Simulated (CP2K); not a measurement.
The system is CdS (Hawleyite).

```
Cd S
1.0
     4.12455    0.00000    0.00000
     2.06228    3.57197    0.00000
     2.06228    1.19066    3.36768
Cd S
1 1
Direct
  0.00000 0.00000 0.00000
  0.75000 0.75000 0.75000
```

Base run:

```yaml
Program: CP2K 2026.2
Functional: PBE
Potentials_or_basis: POTENTIAL_UZH Cd GTH-PBE-q12, S GTH-PBE-q6; TZVP-MOLOPT-PBE-GTH basis
Density_cutoff: 9184 eV
k_mesh: 8 × 8 × 8
Occupations: fermi-dirac, width 0.05 eV
Spin: no spin polarisation
```

Its results: band gap on the k mesh 1.14 eV, direct; pressure 3.4 GPa.

Q: The run is repeated on the same cell with these changes: functional from PBE to BEEF-vdW. What comes out?

A: Band gap on the k mesh 1.27 eV, direct; pressure 4.9 GPa.

Caveats: the basis of atomic orbitals isn't converged, which shifts pressures, moduli and gaps; the potentials were made for another functional, which shifts forces and pressure (some runs).

